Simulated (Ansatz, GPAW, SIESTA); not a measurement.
One calculation of Te, 3 ways

```xyz
3
Lattice="4.4540 0.0000 0.0000 -2.2270 3.8573 0.0000 0.0000 0.0000 5.9240" Properties=species:S:1:pos:R:3 pbc="T T T"
Te    1.6279    2.8197    0.0000
Te   -0.5991    1.0376    3.9493
Te    1.1981    0.0000    1.9747
```

Alike in all runs: task band structure; functional BLYP; k mesh 7 × 7 × 5; occupations fermi-dirac, width 0.05 eV; no spin polarisation; no spin-orbit coupling. Pressure is positive in compression and, in plane waves, holds the error of the finite cutoff, which Ansatz's Pulay term estimates and takes out. Gaps are the smaller of the mesh's and the band path's.

| program and potentials | plane-wave cutoff (eV) | notes | band gap (eV) | pressure (GPa) | largest force (eV/Å) |
| --- | --- | --- | --- | --- | --- |
| Ansatz, Ansatz PAW | 420 | potentials made for PBE, which Ansatz adapts in part; 16 valence electrons an atom on average; Pulay term of +0.03 GPa included | 0.20 | 5.13 | 0.220 |
| SIESTA, files PseudoDojo sr-pbe-0.4.1-standard, DZP (energy shift 0.003 Ry; two zetas on semicore shells) | - | atomic basis; potentials made for PBE; 16 valence electrons an atom on average | 0.13 | 6.45 | 0.665 |
| GPAW, PAW data sets generated for this functional | 600 | 6 valence electrons an atom on average | 0.20 | 4.74 | 0.182 |

Force on atom 1 (Te), eV/Å:

```json
{"program and potentials": "Ansatz, Ansatz PAW", "x": "-0.110", "y": "-0.191", "z": "0.000"}
{"program and potentials": "SIESTA, files PseudoDojo sr-pbe-0.4.1-standard, DZP (energy shift 0.003 Ry; two zetas on semicore shells)", "x": "-0.332", "y": "-0.575", "z": "0.000"}
{"program and potentials": "GPAW, PAW data sets generated for this functional", "x": "-0.091", "y": "-0.158", "z": "0.000"}
```

The band gap spans 0.13 (SIESTA, files PseudoDojo sr-pbe-0.4.1-standard, DZP (energy shift 0.003 Ry; two zetas on semicore shells)) to 0.20 eV (GPAW, PAW data sets generated for this functional). The pressure spans 4.74 (GPAW, PAW data sets generated for this functional) to 6.45 GPa (SIESTA, files PseudoDojo sr-pbe-0.4.1-standard, DZP (energy shift 0.003 Ry; two zetas on semicore shells)). Some sets were made for another functional than the one run, which can shift their rows. Spin-orbit coupling, left out here, moves the band edges of heavy atoms. The paths' points differ, which is worth about 0.01 eV. Rows in atomic bases carry the error of their basis and grid, which can be large.

The functional is the same throughout but for its coding, so the spread measures potentials, basis and numerics; runs on potential files found faulty are left out.
